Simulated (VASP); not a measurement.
Here is a VASP 6.6.1 calculation.

Contents of INCAR:

```
PREC = Accurate
ENCUT = 600
EDIFF = 1E-7
ISMEAR = 1
SIGMA = 0.1
LREAL = F
LASPH = T
NELM = 60
ALGO = Fast
ISIF = 3
LWAVE = F
LCHARG = F
GGA = PE
IBRION = 2
NSW = 60
EDIFFG = -0.01
```

The input KPOINTS:

```
regular mesh
0
Gamma
  14 14 14
```

File POSCAR:

```
Be
1.0
    0.0000000000      1.5790500000      1.5790500000
    1.5790500000      0.0000000000      1.5790500000
    1.5790500000      1.5790500000      0.0000000000
Be
1
Direct
    0.0000000000      0.0000000000      0.0000000000
```

Potentials or basis: VASP PAW PBE potentials, release 64 (Be).

Launch:

```bash
$ cat potpaw_PBE.64/Be/POTCAR > POTCAR
$ mpirun -np 1 vasp_std > vasp.out
```

Q: Estimate the band gap on the k mesh.

A: None (metal or under the smearing width).

Final structure:
```xyz
1
Lattice="0.0000 1.5791 1.5791 1.5791 0.0000 1.5791 1.5791 1.5791 0.0000" Properties=species:S:1:pos:R:3 pbc="T T T"
Be    0.0000    0.0000    0.0000
```

Caveat: the relaxation stopped at its first step, so nothing moved.
